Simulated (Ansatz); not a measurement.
Crystal: Bi.

```
Bi
1.0
     2.26750    1.30914    3.93800
    -2.26750    1.30914    3.93800
     0.00000   -2.61828    3.93800
Bi
2
Direct
  0.76600 0.76600 0.76600
  0.23400 0.23400 0.23400
```

Base run:

- Program: Ansatz 0.2.0
- Functional: PBE
- Potentials or basis: all-electron PAW datasets made for the crystal
- Cutoff: 260 eV (chosen from the basis error)
- k mesh: 7 × 7 × 7
- Occupations: fermi-dirac, width 0.05 eV
- Spin: no spin polarisation

Its results: band gap on the k mesh 0.26 eV, indirect (least direct gap 0.53 eV); pressure 2.1 GPa; largest force 0.201 eV/Å.

Q: The run is repeated on the same cell with these changes: k mesh from 7 × 7 × 7 to 4 × 4 × 4. What comes out?

A: Band gap on the k mesh none (metal or under the smearing width); pressure 2.0 GPa; largest force 0.028 eV/Å.

Caveats: some runs use coarse meshes; the program warned that the printed levels may be off, so bands, gaps and densities of states are rough (some runs); spin-orbit coupling is left out, which as a rule narrows the gap of such compounds by several tenths of an eV (some runs); an odd mesh through Γ misses points on the zone boundary, where band edges often lie (some runs); the k mesh is thin for a metal, which can move the energy by tens of meV per atom (some runs); spin-orbit coupling is left out, which moves the levels of the heavy elements (some runs).
